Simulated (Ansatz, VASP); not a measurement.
# Si: VASP beside Ansatz

INCAR

```
SYSTEM = Si
PREC = Accurate
ENCUT = 520
EDIFF = 1E-6
ISMEAR = -1
SIGMA = 0.05
LREAL = .FALSE.
LASPH = .TRUE.
NELM = 100
ALGO = Normal
ISIF = 2
LWAVE = .FALSE.
LCHARG = .TRUE.
GGA = PE
LELF = .TRUE.
LVHAR = .TRUE.
NBANDS = 8
```

KPOINTS

```
regular mesh
0
G
  12 12 11
  0 0 0
```

The input POSCAR:

```
Si
1.0
    2.5670473388      0.0000000000      0.0000000000
   -1.2835236694      2.2231282081      0.0000000000
    0.0000000000      0.0000000000      2.4160064996
Si
1
Direct
    0.0000000000      0.0000000000      0.0000000000
```

Contents of input.yaml:

```yaml
crystal:
  lattice:
    - [2.5670473388, 0.0, 0.0]
    - [-1.2835236694, 2.2231282081, 0.0]
    - [0.0, 0.0, 2.4160064996]
  atoms:
    - { symbol: Si, position: [0.0, 0.0, 0.0] }
kpoints:
  mp_grid: { grid: [12, 12, 11] }
scf:
  occupations: { method: fermi_dirac, width: 0.05 }
hamiltonian:
  xc: pbe
  pseudopotentials: { kind: all_electron, lapw: { basis_error: 0.0005 } }
output:
  forces: true
  stress: true
  eigenvalues: true
```

Change from the starting cell: volume scaled by 0.94.

Alike in both runs: task single point; functional PBE; k mesh 12 × 12 × 11; occupations fermi-dirac, width 0.05 eV; no spin polarisation.

|  | VASP | Ansatz |
| --- | --- | --- |
| version | VASP 6.6.1 | Ansatz 0.2.0 |
| potentials or method | VASP PAW PBE potentials, release 64 (Si) | all-electron LAPW, scalar-relativistic |
| plane-wave cutoff (eV) | 520 | see its input |

Ansatz gave:

| Item | Value |
| --- | --- |
| gap on the k mesh at the Fermi level (eV) | none |
| pressure (GPa) | 11.8 |
| largest component of the traceless stress (GPa) | 3.83 |

Which values does VASP return?

gap on the k mesh at the Fermi level (eV): none; pressure (GPa): 11.7; largest component of the traceless stress (GPa): 3.85.

A gap of «none» marks a metal or a gap that the smearing closes. Ansatz ran all-electron here, so the differences hold the error of VASP's frozen core and of both bases.
